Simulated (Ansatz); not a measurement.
**V: single point with PBE**

V:

```xyz
1
Lattice="-1.5144 1.5144 1.5144 1.5144 -1.5144 1.5144 1.5144 1.5144 -1.5144" Properties=species:S:1:pos:R:3 pbc="T T T"
V     0.0000    0.0000    0.0000
```

```json
{
 "Program": "Ansatz 0.2.0",
 "Task": "single point",
 "Functional": "PBE",
 "Potentials or basis": "all-electron LAPW, scalar-relativistic",
 "Cutoff": "258 eV (chosen from the basis error)",
 "Basis error allowed": "0.001 eV/atom",
 "k mesh": "12 × 12 × 12",
 "Occupations": "gaussian, width 0.027 eV",
 "Spin": "collinear spin, ferromagnetic start",
 "Starting moments": "[2.0] μB"
}
```

| Quantity | Value |
| --- | --- |
| Pressure | -5.3 GPa |
| Band gap on the k mesh | none (metal or under the smearing width) |
| Net moment | 0.12 μB per cell |
| Absolute moment | 0.12 μB per cell |
| Site moments | V +0.11 μB |

Levels at points of the mesh, in eV from the Fermi level:
Spin up:
```
              k point  band 4  band 5  band 6  band 7  band 8  band 9
   (0.00, 0.00, 0.00)  -37.10   -6.52    0.38    0.38    0.38    2.34
  (0.00, 0.00, -0.50)  -37.11   -3.09   -1.10    1.53    2.33    2.68
(-0.50, -0.50, -0.50)  -37.66   -2.85   -2.85    3.55    3.55    3.55
```
Spin down:
| k point | band 4 | band 5 | band 6 | band 7 | band 8 | band 9 |
| --- | --- | --- | --- | --- | --- | --- |
| (0.00, 0.00, 0.00) | -37.00 | -6.46 | 0.50 | 0.50 | 0.50 | 2.40 |
| (0.00, 0.00, -0.50) | -37.01 | -3.00 | -0.98 | 1.59 | 2.41 | 2.74 |
| (-0.50, -0.50, -0.50) | -37.57 | -2.80 | -2.80 | 3.67 | 3.67 | 3.67 |

Wall time 6.8 s on 2 threads of Arm Neoverse V1, with other jobs on the host, peak memory 0.33 GiB.

Caveat: the starting moments weren't kept.
